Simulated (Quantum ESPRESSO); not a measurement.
Ta2C in Quantum ESPRESSO: the effect of target pressure

The system is Ta2C.

```xyz
3
Lattice="3.1059 0.0000 0.0000 -1.5530 2.6898 0.0000 0.0000 0.0000 4.9464" Properties=species:S:1:pos:R:3 pbc="T T T"
Ta    1.5530    0.8966    3.6999
Ta    0.0000    1.7932    1.2465
C     0.0000    0.0000    0.0000
```

Alike in all runs:

```yaml
Program: Quantum ESPRESSO 7.5
Task: phonons
Functional: LDA
Potentials_or_basis: GBRV 1.5 LDA
Cutoff: 762 eV
Density_cutoff: 6095 eV
k_mesh: 8 × 8 × 5
Occupations: cold, width 0.2 eV
Spin: no spin polarisation
```

Each run relaxes the cell or the atoms first.

| target pressure | relaxed volume (Å³/atom) | highest phonon frequency (cm⁻¹) |
| --- | --- | --- |
| -3 GPa | 13.52 | 663 |
| 0 GPa | 13.37 | 671 |
| 3 GPa | 13.23 | 679 |
| 8 GPa | 13.01 | 691 |
| 15 GPa | ? | ? |

Q: What does the run with target pressure 15 GPa give?

A: Relaxed volume 12.73 Å³/atom; highest phonon frequency 707 cm⁻¹.

Worked out: In Murnaghan's law V^(-B') rises as a straight line in P. The other rows fit best with B' = 4.1, V0 = 13.37 Å³/atom and B0 = 277 GPa, which gives 12.73 Å³/atom at 15 GPa, against the run's 12.73. A straight line through the other rows of the highest phonon frequency, of slope 2.55 cm⁻¹ per GPa, extrapolates to 709 cm⁻¹, against the run's 707.

Caveats: the mesh is thin for the phonons of a metal; the cell is more than 3 GPa from zero pressure, which shifts response properties (some runs).
